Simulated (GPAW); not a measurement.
## ZrS in GPAW: the effect of functional

The system is ZrS.

```
CELL_PARAMETERS angstrom
0.00000 2.62500 2.62500
2.62500 0.00000 2.62500
2.62500 2.62500 0.00000
ATOMIC_POSITIONS crystal
Zr 0.00000 0.00000 0.00000
S 0.50000 0.50000 0.50000
```

Alike in all runs:

| Quantity | Value |
| --- | --- |
| Program | GPAW 26.7.0 |
| Task | phonons |
| Cutoff | 510 eV |
| Basis | pw |
| k mesh | 9 × 9 × 9 |
| Occupations | fermi-dirac, width 0.05 eV |
| Spin | no spin polarisation |

Each run relaxes the cell or the atoms first.

```tsv
functional	potentials or basis	relaxed volume (Å³/atom)	highest phonon frequency (cm⁻¹)
LDA	the program's PAW data sets (release 1.2.1) made for this functional	16.81	265
PBEsol	PAW data sets generated in the run's folder for this functional	17.16	259
r2SCAN	GPAW PAW data sets (gpaw-data 1.2.1)	?	?
```

Problem. What does the run with functional r2SCAN give?

Solution. Relaxed volume 17.78 Å³/atom; highest phonon frequency 236 cm⁻¹.

Caveats: the cutoff is short for stress and forces, so pressures can be off by a GPa or more; the PAW data sets were made with another functional, which shifts forces and pressure a little (some runs).

Runs at the PBE level aren't shown here.
